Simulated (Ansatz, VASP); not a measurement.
# Sb: VASP beside Ansatz

Contents of INCAR:

```
PREC     = Accurate       # precision mode
ENCUT    = 520            # plane-wave cutoff, eV
EDIFF    = 1E-8           # SCF threshold, eV
ISMEAR   = -1             # smearing method
SIGMA    = 0.05           # smearing width, eV
LREAL    = F              # projectors in reciprocal space
LASPH    = T              # aspherical terms in the spheres
NELM     = 60             # most SCF steps
ALGO     = Normal         # electronic algorithm
ISIF     = 2              # what is computed and relaxed
LWAVE    = F              # write WAVECAR
LCHARG   = F              # write CHGCAR
GGA      = PE             # functional
LEFG     = T            
NBANDS   = 8              # bands
```

The input KPOINTS:

```
regular mesh
0
Gamma
  13 13 13
```

Contents of POSCAR:

```
Sb
1.0
    3.1600000000      0.0158000000      0.0158000000
    0.0158000000      3.1600000000      0.0158000000
    0.0158000000      0.0158000000      3.1600000000
Sb
1
Direct
    0.0000000000      0.0000000000      0.0000000000
```

Input for Ansatz:

```yaml
crystal:
  lattice:
    - [3.16, 0.0158, 0.0158]
    - [0.0158, 3.16, 0.0158]
    - [0.0158, 0.0158, 3.16]
  atoms:
    - { symbol: Sb, position: [0.0, 0.0, 0.0] }
kpoints:
  mp_grid: { grid: [13, 13, 13] }
scf:
  occupations: { method: fermi_dirac, width: 0.05 }
hamiltonian:
  xc: pbe
  pseudopotentials: { kind: all_electron, datasets: crystal }
output:
  forces: true
  stress: true
  eigenvalues: true
  efg: { contact_densities: true }
```

Change from the starting cell: equal xy, yz and zx shear strains of +1 %, crystal datasets.

Alike in both runs: task electric field gradients; functional PBE; k mesh 13 × 13 × 13; occupations fermi-dirac, width 0.05 eV; no spin polarisation.

|  | VASP | Ansatz |
| --- | --- | --- |
| version | VASP 6.6.1 | Ansatz 0.2.0 |
| potentials or method | VASP PAW PBE potentials, release 64 (Sb) | all-electron PAW with datasets made for the crystal, scalar-relativistic |
| plane-wave cutoff (eV) | 520 | see its input |

```tsv
	VASP	Ansatz	Ansatz less VASP
pressure (GPa)	-2.5	-2.5	+0.05
largest component of the traceless stress (GPa)	0.15	0.15	0.000
Vzz of the field gradient on the site that differs most (V/Å²)	7.5	7.7	+0.15
```

Ansatz ran all-electron here, so the differences hold the error of VASP's frozen core and of both bases. Ansatz warned: «gradients_without_spin_orbit».

The runs have no spin-orbit coupling, so splittings on Sb are missing.
